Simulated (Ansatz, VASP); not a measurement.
# Cross-check of CdS between VASP and Ansatz, part 2 of 2

Aim: how closely do two programs agree when they are given the same cell, functional and k mesh? The structure shown is the end of the Ansatz relaxation below.

VASP 6.6.1 and Ansatz 0.2.0.

So far. Step 3 (VASP: single point, PBEsol, pair 1): The run ends at a pressure of 0.39 GPa, with forces up to 1.2e-4 eV/Å.

## (6) VASP: single point, PBEsol, pair 2

Level of this step: PBEsol; plane waves and PAW (Cd, S) (VASP).

The same cell, functional, mesh and smearing now go to VASP, with its own data sets.

INCAR

```
SYSTEM = CdS
PREC = Accurate
ENCUT = 500
EDIFF = 1E-06
NELM = 120
ISMEAR = -1
SIGMA = 0.02
LREAL = .FALSE.
ALGO = Normal
GGA = PS
NBANDS = 24
LORBIT = 11
LWAVE = .FALSE.
LCHARG = .FALSE.
ISIF = 2
LASPH = .TRUE.
GGA_COMPAT = .FALSE.
EFERMI = MIDGAP
KPAR = 2
```

POSCAR

```
CdS
1.0
    4.1517530235      0.0000000000      0.0000000000
   -2.0758765117      3.5955235886      0.0000000000
    0.0000000000      0.0000000000      6.5755824400
Cd S
2 2
Direct
    0.3333333465      0.6666666535      0.0032324755
    0.6666666535      0.3333333465      0.5032324755
    0.6666666788      0.3333333212      0.1201205245
    0.3333333212      0.6666666788      0.6201205245
```

KPOINTS

```
Automatic mesh
0
Gamma
8 8 4
0 0 0
```

The projector-augmented-wave data sets are Cd and S (PBE family, release 64).

Command:

```sh
$ mpirun -np 2 vasp_std
```

Numbers of over 12 decimals in the logs are rounded to 6 here.

What it wrote:

```text
[banner, memory and clock lines left out]
running    2 mpi-ranks, on    1 nodes
[...]
[... a notice as in an earlier step ...]

 LDA part: xc-table for (Slater+PW92), standard interpolation
 POSCAR, INCAR and KPOINTS ok, starting setup
[...]
entering main loop
       N       E                     dE             d eps       ncg     rms          rms(c)
DAV:   1     0.238978019870E+03    0.23898E+03   -0.17415E+04  1440   0.134E+03
DAV:   2    -0.190944648303E+01   -0.24089E+03   -0.23426E+03  1616   0.332E+02
DAV:   3    -0.144941598958E+02   -0.12585E+02   -0.12532E+02  1784   0.767E+01
DAV:   4    -0.146167283944E+02   -0.12257E+00   -0.12253E+00  1688   0.744E+00
[...]
DAV:  14    -0.136226458374E+02    0.28124E-05   -0.45265E-06  1792   0.274E-02    0.376E-02
DAV:  15    -0.136226421355E+02    0.37019E-05   -0.13886E-05  1640   0.166E-02    0.114E-02
DAV:  16    -0.136226422314E+02   -0.95906E-07   -0.33710E-07   864   0.389E-03
   1 F= -.13622642E+02 E0= -.13622642E+02  d E =-.682379E-14
```

OUTCAR, selected parts (step 6):

```text
  Total        0.2441765      0.2441765      1.0149625      0.0000000     -0.0000000      0.0000000
  in kB        3.9855337      3.9855337     16.5665730      0.0000000     -0.0000000      0.0000000
  external PRESSURE =       8.1792135 kB  Pullay stress =       0.0000000 kB

 POSITION                                       TOTAL-FORCE (eV/Angst)
 -----------------------------------------------------------------------------------
      0.00000      2.39702      0.02126         0.000000      0.000000      0.002230
      2.07588      1.19851      3.30905         0.000000     -0.000000      0.002230
      2.07588      1.19851      0.78986         0.000000     -0.000000     -0.002230
     -0.00000      2.39702      4.07765        -0.000000      0.000000     -0.002230
 -----------------------------------------------------------------------------------
    total drift:                                0.000013     -0.000008      0.002133

  FREE ENERGIE OF THE ION-ELECTRON SYSTEM (eV)
  ---------------------------------------------------
  free  energy   TOTEN  =       -13.6226422314 eV

  energy  without entropy=      -13.6226422314  energy(sigma->0) =      -13.62264223

[... 1 part as in an earlier step ...]

[... 2 further parts left out ...]
[key lines of the parts left out:]
E-fermi :   1.8630
```

The run ends at a pressure of 0.82 GPa, with forces up to 0.0022 eV/Å.

## (7) Side by side

What differs besides the data sets and the points named for the pairs above, as far as they apply: the data sets hold 52 valence electrons in Ansatz (on its PAW soft_1 files) and 36 in VASP. Total energies have different zeros and are not compared.

The two programs side by side:

```
              quantity  Ansatz   VASP  difference
        pressure (GPa)    0.41   0.82       -0.41
gap on the k mesh (eV)   1.123  1.126      -0.003
```

A gap on the mesh is an upper bound, since the band edges may lie between its points.

## (8) Ansatz: relaxation, PBEsol

This run makes the geometry at which the two programs are then compared. The cell compared in this pair holds 98.49 Å³, against 98.16 Å³ for the pair before.

The structure compared here is the end of the Ansatz relaxation.

input.yaml

```yaml
crystal:
  lattice:
    - [4.134556615, 0.0, 0.0]
    - [-2.0672783075, 3.580631062, 0.0]
    - [0.0, 0.0, 6.64268022]
  atoms:
    - { symbol: Cd, position: [0.3333333, 0.6666667, 0.9999464] }
    - { symbol: Cd, position: [0.6666667, 0.3333333, 0.4999464] }
    - { symbol: S, position: [0.6666667, 0.3333333, 0.1234066] }
    - { symbol: S, position: [0.3333333, 0.6666667, 0.6234066] }
kpoints:
  mp_grid: { grid: [8, 8, 4] }
scf:
  occupations: { method: fermi_dirac, width: 0.02 }
hamiltonian:
  xc: pbesol
  pseudopotentials: { kind: paw, azcp: { folder: soft_1 }, xc_functional: pbe }
basis:
  ecutwfc: 600
output:
  forces: true
  stress: true
  write_density: true
  write_potential: true
  elf: true
  volumetric_format: npy
relax:
  f_tol: 0.005
  max_steps: 70
  cell: { stress_tol: 0.02, p_target: 0, fix: [c, alpha, beta, gamma] }
```

Command:

```sh
$ ansatz run input.yaml --threads 4 --pin off --max-ram 10240MiB --backend cpu --events-out ev --progress --plain --runs-dir out
```

What it wrote:

```text
[...]
Crystal: 4 atoms, lattice volume = 98.340 Å³
Basis set: ecut = 600 eV, 3285 PW (Γ), exchange–correlation on 72×72×108 points (8 copies of the dense FFT grid, shifted against one another)
Bands: 32, of which v1, the nominal top of the filled ones, is band 26 counted from 1 (25 counted from 0)
Symmetry: 4 space group operations
k-points: 63 of 256 (time reversal used)
[...]
--- Relaxed structure (3 steps of the walk, 3 accepted, 1 SCFs on fresh bases) ---
[...]
cell:  # Å, volume = 98.4898 Å³
    - [4.137696, 1.0947151761711218e-19, 0]
    - [-2.068848, 3.583350, 0]
    - [0, 0, 6.64268022]
  atoms:
    - { symbol: Cd, position: [0.333333, 0.666667, 1.001510] }
    - { symbol: Cd, position: [0.666667, 0.333333, 0.501510] }
    - { symbol: S, position: [0.666667, 0.333333, 0.121843] }
    - { symbol: S, position: [0.333333, 0.666667, 0.621843] }
[key lines of the parts left out:]
SCF converged after 7 iterations
Free energy (F): -18140.586057 eV
Fermi energy:    7.461801 eV
P = ⅓ Tr σ = 0.2176 GPa (2.176 kbar)
```

## (9) VASP: single point, PBEsol, pair 3

The same cell, functional, mesh and smearing now go to VASP, with its own data sets.

INCAR is that of step 6.

POSCAR

```
CdS
1.0
    4.1376961556      0.0000000000      0.0000000000
   -2.0688480778      3.5833499839      0.0000000000
    0.0000000000      0.0000000000      6.6426802200
Cd S
2 2
Direct
    0.3333333360      0.6666666640      0.0015097365
    0.6666666640      0.3333333360      0.5015097365
    0.6666666698      0.3333333302      0.1218432635
    0.3333333302      0.6666666698      0.6218432635
```

KPOINTS is that of step 6.

Command:

```sh
$ mpirun -np 2 vasp_std
```

What it wrote:

```text
[... set-up lines as in an earlier step ...]
 entering main loop
       N       E                     dE             d eps       ncg     rms          rms(c)
DAV:   1     0.243524596202E+03    0.24352E+03   -0.17383E+04  1440   0.134E+03
DAV:   2    -0.195198951386E+01   -0.24548E+03   -0.23820E+03  1648   0.336E+02
DAV:   3    -0.145023435934E+02   -0.12550E+02   -0.12505E+02  1792   0.769E+01
DAV:   4    -0.146224020546E+02   -0.12006E+00   -0.12001E+00  1672   0.749E+00
[...]
DAV:  14    -0.136294047229E+02    0.29238E-05   -0.46726E-06  1816   0.278E-02    0.385E-02
DAV:  15    -0.136294009035E+02    0.38194E-05   -0.14352E-05  1592   0.170E-02    0.123E-02
DAV:  16    -0.136294010018E+02   -0.98345E-07   -0.34061E-07   904   0.387E-03
   1 F= -.13629401E+02 E0= -.13629401E+02  d E =-.977843E-14
```

From OUTCAR (step 9):

```text
  Total        0.2449403      0.2449403      0.6557804      0.0000000      0.0000000      0.0000000
  in kB        3.9845541      3.9845541     10.6678738      0.0000000      0.0000000      0.0000000
  external PRESSURE =       6.2123273 kB  Pullay stress =       0.0000000 kB

 POSITION                                       TOTAL-FORCE (eV/Angst)
 -----------------------------------------------------------------------------------
      0.00000      2.38890      0.01003         0.000000     -0.000000      0.002762
      2.06885      1.19445      3.33137        -0.000000      0.000000      0.002762
      2.06885      1.19445      0.80937        -0.000000     -0.000000     -0.002762
     -0.00000      2.38890      4.13071         0.000000      0.000000     -0.002762
 -----------------------------------------------------------------------------------
    total drift:                                0.000003     -0.000001      0.000958

  FREE ENERGIE OF THE ION-ELECTRON SYSTEM (eV)
  ---------------------------------------------------
  free  energy   TOTEN  =       -13.6294010018 eV

  energy  without entropy=      -13.6294010018  energy(sigma->0) =      -13.62940100

[... 1 part as in an earlier step ...]

[... 2 further parts left out ...]
[key lines of the parts left out:]
E-fermi :   1.8224
```

The run ends at a pressure of 0.62 GPa, with forces up to 0.0028 eV/Å.

## (10) Differences

What differs besides the data sets and the points named for the pairs above, as far as they apply: the data sets hold 52 valence electrons in Ansatz (on its PAW soft_1 files) and 36 in VASP. Total energies have different zeros and are not compared.

Compared:

```
              quantity  Ansatz   VASP  difference
        pressure (GPa)    0.22   0.62       -0.40
gap on the k mesh (eV)   1.122  1.127      -0.006
```

A gap on the mesh is an upper bound, since the band edges may lie between its points.

## (11) What came out

* difference in gap on the k mesh (single point, PBEsol, pair 1): -0.0053 eV
* difference in gap on the k mesh (single point, PBEsol, pair 2): -0.0034 eV
* difference in gap on the k mesh (single point, PBEsol, pair 3): -0.0055 eV

**Reading.** The difference in gap on the k mesh is -0.0055 eV (single point, PBEsol, pair 3), within the 0.08 eV picked in this series as the mark of a large difference. The data sets hold unlike numbers of valence electrons (52 in Ansatz and 36 in VASP), so part of the differences comes from the potentials. 4 further runs of this series are not shown here. Such differences can come from data sets, numerical settings and the points named under the comparisons, not from the functional's error against experiment.

[Lines on the potential files, build, host, timing and source positions are cut from VASP's logs without a mark.]

[Logs are printed without paths, hosts, clocks, repeated set-up lines and the standing remarks that a program may print on its own settings, such as how far it seeks lower states.]

[Hosts, paths, dates, database ids (printed as entryN), source tags and the programs' standing remarks are cut or masked in the printed files.]
